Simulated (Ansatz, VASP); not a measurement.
## Two plane-wave programs on Ga

```xyz
2
Lattice="0.0000 2.2188 2.2188 2.2188 0.0000 2.2188 2.2188 2.2188 0.0000" Properties=species:S:1:pos:R:3 pbc="T T T"
Ga   -0.5547   -0.5547   -0.5547
Ga    0.5547    0.5547    0.5547
```

Change from the starting cell: volume scaled by 0.43, norm-conserving files.

Alike in both runs: task single point; functional PBE; k mesh 11 × 11 × 11; occupations fermi-dirac, width 0.05 eV; no spin polarisation.

|  | VASP | Ansatz |
| --- | --- | --- |
| version | VASP 6.6.1 | Ansatz 0.2.0 |
| potentials or method | VASP PAW PBE potentials, release 64 (Ga_d) | norm-conserving pseudopotentials, scalar-relativistic |
| plane-wave cutoff (eV) | 520 | 1088 |
| valence electrons in the cell | 26 | 26 |

VASP gave:

* pressure (GPa): 221.7

Question: Estimate Ansatz's values.

Answer: Pressure (GPa): 215.6.

Caveats: the cell as given lies far from equilibrium; so large a pressure means that the cell lies far from this level's equilibrium, or that cutoff or potentials fall short (VASP).
